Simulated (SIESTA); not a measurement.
# Cu in SIESTA: the effect of functional

Cu, a slab with vacuum:

```
CELL_PARAMETERS angstrom
2.53410 0.00000 0.00000
-1.26705 2.19459 0.00000
0.00000 0.00000 23.22514
ATOMIC_POSITIONS crystal
Cu 0.33333 0.66667 0.32293
Cu 0.66667 0.33333 0.41146
Cu 0.33333 0.66667 0.50000
Cu 0.66667 0.33333 0.58854
Cu 0.33333 0.66667 0.67707
```

The slab is cut from a database's or a generator's crystal, which needn't be the stable form of the element.

Alike in all runs:

| Quantity | Value |
| --- | --- |
| Program | SIESTA 5.4.2 |
| Task | single point |
| Basis | DZP (energy shift 0.003 Ry; two zetas on semicore shells) |
| Grid cutoff | 800 Ry |
| Energy shift | 0.003 Ry |
| k mesh | 12 × 12 × 1 |
| Occupations | fermi-dirac, width 0.05 eV |
| Spin | no spin polarisation |

**Question.** One run gave: largest force 0.44 eV/Å. Which functional did it use?
A. RPBE
B. LDA
C. PW91
D. PBE
E. WC

**Answer.** A.

```tsv
functional	potentials or basis	largest force (eV/Å)
LDA	PseudoDojo 0.4 standard (LDA files)	0.35
PBEsol	PseudoDojo 0.4 standard (PBEsol files)	0.11
AM05	PseudoDojo 0.4 standard (PBEsol files)	0.13
WC	PseudoDojo 0.4 standard (PBEsol files)	0.09
PBE	PseudoDojo 0.4 standard (PBE files)	0.21
PW91	PseudoDojo 0.4 standard (PBE files)	0.20
revPBE	PseudoDojo 0.4 standard (PBE files)	0.37
RPBE	PseudoDojo 0.4 standard (PBE files)	0.44
BLYP	PseudoDojo 0.4 standard (PBE files)	0.47
```

Caveats: the potentials were made for another functional, which shifts forces and pressure (some runs).
